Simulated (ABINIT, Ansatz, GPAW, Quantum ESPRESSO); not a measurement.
# Si2W: programs and potentials compared

```
CELL_PARAMETERS angstrom
-1.60690 1.60690 3.91495
1.60690 -1.60690 3.91495
1.60690 1.60690 -3.91495
ATOMIC_POSITIONS crystal
W 0.01217 0.99806 0.01179
Si 0.68165 0.65326 0.00829
Si 0.33466 0.31453 0.97355
```

Atoms were shifted at random by some hundredths of an Å from the given cell, which wasn't relaxed again for these runs.

Alike in all runs: task single point; functional PBEsol; k mesh 12 × 12 × 12; occupations fermi-dirac, width 0.05 eV; no spin polarisation; no spin-orbit coupling. Pressure is positive in compression and, in plane waves, holds the error of the finite cutoff.

```json
{"program and potentials": "Ansatz, all-electron LAPW, scalar-relativistic", "plane-wave cutoff (eV)": "-", "notes": "-", "band gap (eV)": "no gap", "pressure (GPa)": "-1.04", "largest force (eV/Å)": "0.911"}
{"program and potentials": "GPAW, PAW data sets generated for this functional", "plane-wave cutoff (eV)": "600", "notes": "-", "band gap (eV)": "no gap", "pressure (GPa)": "-0.28", "largest force (eV/Å)": "0.933"}
{"program and potentials": "Quantum ESPRESSO, GBRV 1.5 PBEsol", "plane-wave cutoff (eV)": "762", "notes": "-", "band gap (eV)": "no gap", "pressure (GPa)": "-0.96", "largest force (eV/Å)": "0.920"}
{"program and potentials": "ABINIT, PseudoDojo NC SR PBEsol v0.4.1 standard", "plane-wave cutoff (eV)": "1007", "notes": "-", "band gap (eV)": "no gap", "pressure (GPa)": "-1.00", "largest force (eV/Å)": "0.918"}
```

Force on atom 3 (Si), eV/Å:

| program and potentials | x | y | z |
| --- | --- | --- | --- |
| Ansatz, all-electron LAPW, scalar-relativistic | 0.533 | 0.501 | -0.542 |
| GPAW, PAW data sets generated for this functional | 0.541 | 0.508 | -0.565 |
| Quantum ESPRESSO, GBRV 1.5 PBEsol | 0.536 | 0.504 | -0.552 |
| ABINIT, PseudoDojo NC SR PBEsol v0.4.1 standard | 0.537 | 0.504 | -0.549 |

None finds a gap. The pressure spans -1.04 (Ansatz, all-electron LAPW, scalar-relativistic) to -0.28 GPa (GPAW, PAW data sets generated for this functional), with all-electron results at -1.04.

Differences between rows come from potentials, basis sets and numerical settings, since the functional is the same but for its coding. Runs on potential files found faulty are left out.
